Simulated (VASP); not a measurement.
Set up this calculation in VASP 6.6.1, as the native input.

```yaml
Task: single point
Functional: LDA
Potentials_or_basis: VASP PAW LDA potentials, release 64 (N)
Cutoff: 520 eV
k_mesh: 1 × 1 × 1
Occupations: fermi-dirac, width 0.05 eV
Spin: no spin polarisation
Dipole_correction: no
Further_INCAR_settings: LREAL = Auto; ALGO = Normal; EDIFF = 1e-07; NBANDS = 78
```

The structure of N lies in POSCAR:

```
N
1.0
    8.8620950000      0.0000000000      0.0000000000
    0.0000000000      8.8620950000      0.0000000000
    0.0000000000      0.0000000000      8.8620950000
N
24
Direct
    0.9565289096      0.6674142040      0.2471368301
    0.8482201719      0.6931444173      0.1941749774
    0.8729276007      0.6307431395      0.7834364948
    0.9554008499      0.7161171137      0.7494611560
    0.1677999696      0.8481206154      0.4866923093
    0.2862313040      0.8295195949      0.5160787442
    0.8426260697      0.3065366703      0.6028361024
    0.8697495428      0.3854510414      0.5119855861
    0.0814693150      0.2771103627      0.9426883846
    0.0938458404      0.3499451443      0.8438511220
    0.7608585117      0.0862084886      0.9533314585
    0.8220758171      0.0394729622      0.8569675616
    0.6289910194      0.6723384859      0.4982160855
    0.5804274420      0.5672568886      0.4554471995
    0.5672151155      0.7876042033      0.8293162985
    0.4540650846      0.7401990265      0.8153899574
    0.5297509280      0.9000928490      0.2444829474
    0.4981687984      0.9443809031      0.1337155138
    0.1286632536      0.8890780543      0.9867264917
    0.2080040510      0.9568336124      0.9209090002
    0.4552021054      0.3609804456      0.8729236813
    0.5302694089      0.3974038308      0.7820755451
    0.5360263648      0.0763252168      0.6269816877
    0.5523476259      0.1146944296      0.5107875650
```

The cell was built by a generator and needn't be a form met in nature.

These files were run (other wordings do the same):

INCAR

```
SYSTEM = N
ALGO = Normal ; EDIFF = 1E-7
ENCUT = 520 ; GGA = CA
ISIF = 2 ; ISMEAR = -1
LASPH = .TRUE. ; LCHARG = .FALSE.
LREAL = Auto ; LWAVE = .FALSE.
NBANDS = 78 ; NELM = 80
PREC = Accurate ; SIGMA = 0.05
```

KPOINTS

```
k-points
0
G
  1 1 1
  0 0 0
```

Potentials or basis: VASP PAW LDA potentials, release 64 (N).

Launch:

```sh
$ cat potpaw_LDA.64/N/POTCAR > POTCAR
$ mpirun -np 1 vasp_gam > vasp.out
```

It gave:

- Pressure: 1.3 GPa
- Largest force: 1.700 eV/Å
- Band gap on the k mesh: 7.31 eV, direct

Caveat: the standard files for N, O and F lose accuracy on very short bonds.

Wall time 54 s on 1 thread of AMD EPYC 9R45 96-Core Processor (Zen 5), with other jobs on the host, peak memory 0.42 GiB.
